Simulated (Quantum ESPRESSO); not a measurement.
# NiO (Pm-3m) in Quantum ESPRESSO: a series of runs, part 2 of 4

Quantum ESPRESSO 7.5. Earlier steps stand in the parts before.

### 3 Phonons, LDA, collinear spin, ferromagnetic start, target pressure 40 GPa, at which the enthalpy is minimised

This run uses another cell than the first one, of 7.10 Å³/atom, 0.904 times its volume.

File pw.in:

```
&CONTROL
  calculation = 'scf'
  prefix = 'pwscf'
  outdir = './tmp'
  pseudo_dir = './pseudo'
  tprnfor = .true.
  tstress = .true.
  disk_io = 'low'
/
&SYSTEM
  ibrav = 0
  nat = 2
  ntyp = 2
  ecutwfc = 45
  ecutrho = 360
  nbnd = 22
  occupations = 'smearing'
  smearing = 'fd'
  degauss = 0.00367493
  nspin = 2
  starting_magnetization(1) = 0.0556
  starting_magnetization(2) = 0
/
&ELECTRONS
  conv_thr = 4d-10
  electron_maxstep = 120
  mixing_beta = 0.3
/
ATOMIC_SPECIES
Ni    58.6934 ni_lda_v1.4.uspp.F.UPF
O     15.9990 o_lda_v1.2.uspp.F.UPF
CELL_PARAMETERS bohr
   4.7330371157    0.0000000000    0.0000000000
   0.0000000000    4.7330371157    0.0000000000
   0.0000000000    0.0000000000    4.7330371157
ATOMIC_POSITIONS bohr
Ni     0.0000000000    0.0000000000    0.0000000000
O      2.3665185579    2.3665185579    2.3665185579
K_POINTS automatic
6 6 6 1 1 1
```

File relax_first.in:

```
&CONTROL
  calculation = 'vc-relax'
  prefix = 'pwscf'
  outdir = './tmp'
  pseudo_dir = './pseudo'
  tprnfor = .true.
  tstress = .true.
  disk_io = 'low'
  nstep = 40
  forc_conv_thr = 0.0001
  etot_conv_thr = 1d-06
/
&SYSTEM
  ibrav = 0
  nat = 2
  ntyp = 2
  ecutwfc = 45
  ecutrho = 360
  nbnd = 22
  occupations = 'smearing'
  smearing = 'fd'
  degauss = 0.00367493
  nspin = 2
  starting_magnetization(1) = 0.0556
  starting_magnetization(2) = 0
/
&ELECTRONS
  conv_thr = 4d-10
  electron_maxstep = 120
  mixing_beta = 0.3
/
&IONS
  ion_dynamics = 'bfgs'
/
&CELL
  cell_dynamics = 'bfgs'
  press = 400
  press_conv_thr = 0.2
/
ATOMIC_SPECIES
Ni    58.6934 ni_lda_v1.4.uspp.F.UPF
O     15.9990 o_lda_v1.2.uspp.F.UPF
CELL_PARAMETERS bohr
   4.7330371157    0.0000000000    0.0000000000
   0.0000000000    4.7330371157    0.0000000000
   0.0000000000    0.0000000000    4.7330371157
ATOMIC_POSITIONS bohr
Ni     0.0000000000    0.0000000000    0.0000000000
O      2.3665185579    2.3665185579    2.3665185579
K_POINTS automatic
6 6 6 1 1 1
```

File relax.in:

```
&CONTROL
  calculation = 'vc-relax'
  prefix = 'pwscf'
  outdir = './tmp'
  pseudo_dir = './pseudo'
  tprnfor = .true.
  tstress = .true.
  disk_io = 'low'
  nstep = 40
  forc_conv_thr = 0.0001
  etot_conv_thr = 1d-06
/
&SYSTEM
  ibrav = 0
  nat = 2
  ntyp = 2
  ecutwfc = 45
  ecutrho = 360
  nbnd = 22
  occupations = 'smearing'
  smearing = 'fd'
  degauss = 0.00367493
  nspin = 2
  starting_magnetization(1) = 0.0556
  starting_magnetization(2) = 0
/
&ELECTRONS
  conv_thr = 4d-10
  electron_maxstep = 120
  mixing_beta = 0.3
/
&IONS
  ion_dynamics = 'bfgs'
/
&CELL
  cell_dynamics = 'bfgs'
  press = 400
  press_conv_thr = 0.5
/
ATOMIC_SPECIES
Ni    58.6934 ni_lda_v1.4.uspp.F.UPF
O     15.9990 o_lda_v1.2.uspp.F.UPF
CELL_PARAMETERS bohr
   4.5765844997    0.0000000000    0.0000000000
   0.0000000000    4.5765844997    0.0000000000
   0.0000000000    0.0000000000    4.5765844997
ATOMIC_POSITIONS bohr
Ni     0.0000000000    0.0000000000    0.0000000000
O      2.2882922498    2.2882922498    2.2882922498
K_POINTS automatic
6 6 6 1 1 1
```

File scf2.in:

```
&CONTROL
  calculation = 'scf'
  prefix = 'pwscf'
  outdir = './tmp'
  pseudo_dir = './pseudo'
  tprnfor = .true.
  tstress = .true.
  disk_io = 'low'
/
&SYSTEM
  ibrav = 0
  nat = 2
  ntyp = 2
  ecutwfc = 45
  ecutrho = 360
  nbnd = 22
  occupations = 'smearing'
  smearing = 'fd'
  degauss = 0.00367493
  nspin = 2
  starting_magnetization(1) = 0.0556
  starting_magnetization(2) = 0
/
&ELECTRONS
  conv_thr = 1d-13
  electron_maxstep = 120
  mixing_beta = 0.3
  startingpot = 'file'
  startingwfc = 'file'
/
ATOMIC_SPECIES
Ni    58.6934 ni_lda_v1.4.uspp.F.UPF
O     15.9990 o_lda_v1.2.uspp.F.UPF
CELL_PARAMETERS bohr
   4.5763269045    0.0000000000    0.0000000000
   0.0000000000    4.5763269045    0.0000000000
   0.0000000000    0.0000000000    4.5763269045
ATOMIC_POSITIONS bohr
Ni     0.0000000000    0.0000000000    0.0000000000
O      2.2881634522    2.2881634522    2.2881634522
K_POINTS automatic
6 6 6 1 1 1
```

File ph.in:

```
phonons of NiO
&INPUTPH
  prefix = 'pwscf'
  outdir = './tmp'
  tr2_ph = 1d-18
  fildyn = 'dyn'
  niter_ph = 90
  alpha_mix(1) = 0.4
/
0.0000000000 0.0000000000 0.0000000000
```

File dynmat.in:

```
&INPUT
  fildyn = 'dyn'
  asr = 'crystal'
  filout = 'dynmat.disp'
  fileig = 'dynmat.eig'
/
```

Potentials or basis: GBRV 1.5 LDA.

Run with:

```sh
OMP_NUM_THREADS=1 pw.x -in pw.in > pw.out
OMP_NUM_THREADS=1 pw.x -in relax.in > relax.out
OMP_NUM_THREADS=1 pw.x -in relax.in > relax.out
OMP_NUM_THREADS=1 pw.x -in scf2.in > scf2.out
OMP_NUM_THREADS=1 ph.x -in ph.in > ph.out
OMP_NUM_THREADS=1 dynmat.x -in dynmat.in > dynmat.out
```

pw.out:

```text
This program is part of the open-source Quantum ESPRESSO suite
     for quantum simulation of materials; please cite
[... 9 lines left out ...]
     --------------------
     sticks:   dense  smooth     PW     G-vecs:    dense   smooth      PW
     Sum         641     325    101                12197     4385     799

     Using Slab Decomposition

     bravais-lattice index     =            0
     lattice parameter (alat)  =       4.7330  a.u.
     unit-cell volume          =     106.0278 (a.u.)^3
     number of atoms/cell      =            2
     number of atomic types    =            2
     number of electrons       =        24.00
     number of Kohn-Sham states=           22
     kinetic-energy cutoff     =      45.0000  Ry
     charge density cutoff     =     360.0000  Ry
     scf convergence threshold =      4.0E-10
     mixing beta               =       0.3000
     number of iterations used =            8  plain     mixing
     Exchange-correlation= SLA  PZ   NOGX NOGC
                           (   1   1   0   0   0   0   0)

     celldm(1)=   4.733037  celldm(2)=   0.000000  celldm(3)=   0.000000
     celldm(4)=   0.000000  celldm(5)=   0.000000  celldm(6)=   0.000000

     crystal axes: (cart. coord. in units of alat)
               a(1) = (   1.000000   0.000000   0.000000 )
               a(2) = (   0.000000   1.000000   0.000000 )
               a(3) = (   0.000000   0.000000   1.000000 )

     reciprocal axes: (cart. coord. in units 2 pi/alat)
               b(1) = (  1.000000  0.000000  0.000000 )
               b(2) = (  0.000000  1.000000  0.000000 )
               b(3) = (  0.000000  0.000000  1.000000 )

     PseudoPot. # 1 for Ni read from file:
[... 268 lines left out ...]
     atom   2 (R=0.357)  charge=  5.7739  magn=  0.2957

     End of self-consistent calculation

 ------ SPIN UP ------------

          k = 0.0833 0.0833 0.0833 (   531 PWs)   bands (ev):

   -86.4751 -47.2580 -47.2572 -47.2572  -4.1654  12.2517  12.2517  12.4013
    13.8645  13.8645  15.3572  15.3572  15.5124  19.7074  32.6394  32.6394
    37.1434  39.1704  39.1704  46.8662  46.8662  51.1415
[... 51 lines left out ...]
   -86.4471 -47.3351 -47.3344 -47.3344  -0.9250   9.1316   9.1316   9.4621
    15.6132  15.6132  16.2162  16.9971  16.9971  23.7851  24.8261  24.8261
    34.4729  40.0029  40.0029  40.0558  56.0251  59.5335

 ------ SPIN DOWN ----------

          k = 0.0833 0.0833 0.0833 (   531 PWs)   bands (ev):

   -85.3287 -46.1544 -46.1536 -46.1536  -3.7527  12.8392  12.8392  12.9096
    14.5589  14.5589  16.3182  16.3182  16.4655  20.1045  32.9736  32.9736
    37.4402  39.4414  39.4414  47.0447  47.0447  51.1956
[... 51 lines left out ...]
   -85.2995 -46.2354 -46.2347 -46.2347  -0.4022   9.6216   9.6216   9.9436
    16.5219  16.5219  17.0989  17.9303  17.9303  24.0371  25.0339  25.0339
    34.7921  40.4107  40.4107  40.4655  56.2973  59.6572

     the Fermi energy is    16.7164 ev

!    total energy              =    -375.34899541 Ry
     estimated scf accuracy    <          6.2E-11 Ry
     smearing contrib. (-TS)   =      -0.00136224 Ry
     internal energy E=F+TS    =    -375.34763317 Ry

     The total energy is F=E-TS. E is the sum of the following terms:
     one-electron contribution =    -195.00198601 Ry
     hartree contribution      =     114.34489666 Ry
     xc contribution           =     -42.28490386 Ry
     ewald contribution        =    -252.40563996 Ry

     total magnetization       =     1.16 Bohr mag/cell
     absolute magnetization    =     1.19 Bohr mag/cell

     convergence has been achieved in  20 iterations

     Forces acting on atoms (cartesian axes, Ry/au):

     atom    1 type  1   force =     0.00000000    0.00000000    0.00000000
     atom    2 type  2   force =     0.00000000    0.00000000    0.00000000

     Total force =     0.000000     Total SCF correction =     0.000000

     Computing stress (Cartesian axis) and pressure

          total   stress  (Ry/bohr**3)                   (kbar)     P=       52.91
   0.00035968   0.00000000   0.00000000           52.91        0.00        0.00
   0.00000000   0.00035968   0.00000000            0.00       52.91        0.00
   0.00000000   0.00000000   0.00035968            0.00        0.00       52.91

=------------------------------------------------------------------------------=
   JOB DONE.
=------------------------------------------------------------------------------=
```

relax_first.out:

```text
This program is part of the open-source Quantum ESPRESSO suite
     for quantum simulation of materials; please cite
[... 9 lines left out ...]
     --------------------
     sticks:   dense  smooth     PW     G-vecs:    dense   smooth      PW
     Sum         641     325    101                12197     4385     799

     Using Slab Decomposition
[... 885 lines left out ...]
   0.000000000   4.576584500   0.000000000
   0.000000000   0.000000000   4.576584500

ATOMIC_POSITIONS (bohr)
Ni               0.0000000000        0.0000000000        0.0000000000
O                2.2882922499        2.2882922499        2.2882922499
End final coordinates

=------------------------------------------------------------------------------=
   JOB DONE.
=------------------------------------------------------------------------------=
```

Run time: 2 min. Hardware: 1 thread of Intel Xeon Platinum 8488C (Sapphire Rapids), shared host; peak memory 0.08 GiB.

Results:

```
Free energy                                           : -5106.6797 eV
Relaxed volume                                        : 7.10 Å³/atom
Relaxed cell                                          : a = 2.422 Å, b = 2.422 Å, c = 2.422 Å, α = 90.00°, β = 90.00°, γ = 90.00°
Space group after relaxing (to 0.05 Å)                : Pm-3m (No. 221)
Pressure after relaxing                               : 40.0 GPa
Band gap on the k mesh                                : none (metal or under the smearing width)
Net moment                                            : 0.76 μB per cell
Absolute moment                                       : 0.78 μB per cell
Site moments                                          : Ni +0.60; O +0.16 μB
Valence electrons inside the program's atomic spheres : Ni 15.93; O 5.77
Highest phonon frequency at Γ                         : 264 cm⁻¹
```

Step by step:
```
step  energy change (eV)  largest force (eV/Å)  pressure (GPa)  volume (Å³)
   1              0.0000                0.0000           39.91        14.20
   2              0.0015                0.0000           40.05        14.20
   3              0.0006                0.0000           39.98        14.20
```

Final structure:
```
Ni O
1.0
     2.42169    0.00000    0.00000
     0.00000    2.42169    0.00000
     0.00000    0.00000    2.42169
Ni O
1 1
Cartesian
  0.0000 0.0000 0.0000
  1.2108 1.2108 1.2108
```

Levels at points of the mesh, in eV from the Fermi level:
Spin up:
```tsv
k point	band 9	band 10	band 11	band 12	band 13	band 14	band 15	band 16
(0.08, 0.08, 0.08)	-3.11	-3.11	-1.27	-1.27	-1.04	3.88	16.70	16.70
```
Spin down:
```
           k point  band 8  band 9  band 10  band 11  band 12  band 13  band 14  band 15
(0.08, 0.08, 0.08)   -4.41   -2.66    -2.66    -0.61    -0.61    -0.39     4.13    16.94
```

Phonon frequencies in cm⁻¹ (negative: imaginary):
```tsv
q point	frequencies
(0.000, 0.000, 0.000)	-9 -9 -9 264 264 264
```

Optical modes at Γ, degenerate ones joined:
| cm⁻¹ | components | symmetry | active in |
| --- | --- | --- | --- |
| 264 | 3 | T1u | IR |

Caveat: the k mesh is coarse (spacing up to 0.43 Å⁻¹), so the values aren't converged; the mesh is thin for the phonons of a metal; the cell is more than 3 GPa from zero pressure, which shifts response properties; a cell with one magnetic atom can't hold antiferromagnetic order, which such compounds often take; semilocal functionals often make such compounds metallic where correlation or magnetic order opens a gap, which also shifts bond lengths. With open d or f shells a metallic result of LDA can be an artefact of self-interaction; +U or a hybrid may open a gap.

(Continued in part 3 of 4.)
